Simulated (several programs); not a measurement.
# YN (rocksalt) from semi-empirical methods to plane-wave DFT

YN in the rocksalt structure, relaxed with r2SCAN in Ansatz, was computed with several methods. It is cubic, Fm-3m (No. 225); a = 4.896 Å in the conventional setting, 14.67 Å³ an atom. Y is surrounded by 6 N at 2.45 Å; N is surrounded by 6 Y at 2.45 Å. The values are computed, spin-unpolarised, and not measurements.

```xyz
2
Lattice="0.0000 2.4480 2.4480 2.4480 0.0000 2.4480 2.4480 2.4480 0.0000" Properties=species:S:1:pos:R:3 pbc="T T T"
Y     0.0000    0.0000    0.0000
N     2.4480    2.4480    2.4480
```

Gaps and times are for a single point on this cell; volume and bulk modulus come from each method's own relaxation or energy curve at fixed shape. Times are rough, from shared hosts (Arm Neoverse N1; Arm Neoverse V2; NVIDIA H100 80GB HBM3), and each method has its own mesh and cell size. A dagger marks a closed or tiny gap in a crystal that DFT finds insulating: a failure of the method or a wrong SCF state. The energy curve of GFN2-xTB (tblite) is jagged, so its SCF state, and with it the gap, is in doubt. PM7 (MOPAC), GFN1-xTB (tblite), GFN2-xTB (tblite) treat a cluster of cells at its zone centre, which samples few k points: where these miss a band edge, the gap comes out too large for that reason alone. Gaps from k meshes are read at a limited set of points (mesh, symmetry points, PBE's band edges), so each method's own least gap may be somewhat smaller. xTB and the PM methods were fitted mostly to molecules, and can miss a solid's gap by electronvolts. Minimal bases can be far off for gaps. Times of the plane-wave ladder aren't listed, since it ran on unlike processors and cards. GLLB-SC's gap includes the derivative discontinuity. G0W0 is at finite bands, cutoff and mesh. d marks a direct gap, i an indirect one (no mark: not told apart), a dash a value that wasn't computed or didn't pass its checks.

```csv
method,kind,gap (eV),own volume (Å³/atom),bulk modulus (GPa),atoms computed,processor time
light PBE (260 eV and a coarse mesh),light plane-wave,0.13 i,–,–,2,0.85 s
PBE,semilocal,0.20 i,14.76,160,2,–
PBE+SOC,semilocal,0.18 i,–,–,2,–
r2SCAN,semilocal,0.58 i,14.67,170,2,–
GFN1-xTB (tblite),tight binding,0.00†,–,–,cluster,8 s
GLLB-SC (GPAW),model potential,1.51,–,–,2,11 s
GFN2-xTB (tblite),tight binding,0.40,–,–,cluster,14 s
PBE/SZV (CP2K),small basis,overlap 0.29†,14.08,198,2,33 s
HSE06,hybrid,1.09 i,–,–,2,–
PBE0,hybrid,1.76 i,–,–,2,–
G0W0@r2SCAN (180 eV screening cutoff),many-body,0.82,–,–,2,–
G0W0@PBE (260 eV screening cutoff),many-body,0.70,–,–,2,–
G0W0@PBE0 (180 eV screening cutoff),many-body,1.34,–,–,2,–
PBE/single zeta (GPAW),small basis,overlap 0.05†,–,–,2,85 s
G0W0@HSE06 (180 eV screening cutoff),many-body,1.14,–,–,2,–
PBE/DZVP (CP2K),small basis,0.13 i,14.83,162,2,110 s
PM7 (MOPAC),semi-empirical,3.01,–,–,cluster,4.3 min
```

Against HSE06 (1.09 eV) and with closed or daggered gaps left aside, the nearest gap at the points sampled is that of G0W0@HSE06 (180 eV screening cutoff) (+0.05 eV) and the farthest that of PM7 (MOPAC) (+1.92 eV). HSE06 is only a yardstick of convenience, and nearness to it can be luck.

Volumes against r2SCAN's: PBE +0.6 %, PBE/SZV (CP2K) -4.0 %, PBE/DZVP (CP2K) +1.1 %.

Only the rows marked +SOC include spin-orbit coupling.
